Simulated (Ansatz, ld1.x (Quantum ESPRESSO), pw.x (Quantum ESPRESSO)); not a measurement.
**Mo (Z = 42) (fcc): variants of one RRKJ potential in the solid**

ld1.x (Quantum ESPRESSO) 7.5 input, shortened:

```
&input
   title='Mo', zed=42., rel=1, dft='PBE', iswitch=3,
   config='[Kr] 4d5 5s1 5p0'
 /
 &inputp
   pseudotype=2, tm=.false., rho0=0.005, lloc=0,
   nlcc=.true.
 /
3
5P  2  1   0.00   0.00  4.20  4.20  0.0
4D  3  2   5.00   0.00  1.50  1.50  0.0
5S  1  0   1.00   0.00  2.85  2.85  0.0
 &test
   configts(1)='4d5 5s1 5p0'
 /
```

Crystal test: fcc Mo in pw.x 7.5, no spin, 14³ k-points, Fermi–Dirac smearing 0.01 Ry, cutoffs set for each file from its atomic test. The reference is all-electron LAPW (Ansatz 0.2.0) with the same functional, mesh and smearing; V0 and B0 come from Birch–Murnaghan fits to the pressures at five volumes. Errors are pseudo minus all-electron; Δ is the rms difference of the E(V) curves that follow from these fits, minima aligned, over ±6 % about the mean V0. Mesh and smearing are coarse, so the numbers serve the comparison and aren't converged zero-temperature values; the lattice is a test structure that the element need not adopt.

All-electron: a0 = 4.005 Å (V0 = 16.06 Å³/atom), B0 = 235.3 GPa.

Base: The largest radius (4.20 bohr) exceeds half the bond length (2.67 bohr), so the spheres overlap, which is one possible source of error among others. This is a poor potential for the solid.

A dash in a converged row means that the minimum lies outside the volumes sampled.

```csv
change,cutoffs (Ry),pw.x,a0 (Å),a0 error (%),B0 error (%),Δ (meV/atom),mean pressure error (GPa)
base,85/340,converged,4.052,+1.19,-0.9,29.9,+9.12
"all radii but the core radius scaled by about 0.76 (s 2.16, p 3.18, d 1.14 bohr)",100/400,converged,4.038,+0.84,-1.5,21.0,+6.28
wave 5p (bound): rc 4.20 bohr becomes 5p (bound): rc 5.74 bohr,85/340,converged,–,–,–,–,+28.89
core correction a·sin(br)/r model core inside 0.98 bohr,85/340,converged,4.052,+1.19,-0.9,29.8,+9.07
wave 4d (bound): rc 1.50 bohr becomes 4d (bound): rc 1.08 bohr,145/580,converged,4.052,+1.19,-1.0,29.8,+9.06
wave 5s (bound): rc 2.85 bohr becomes 5s (bound): rc 3.62 bohr,85/340,converged,3.981,-0.60,+2.2,15.0,-4.26
```
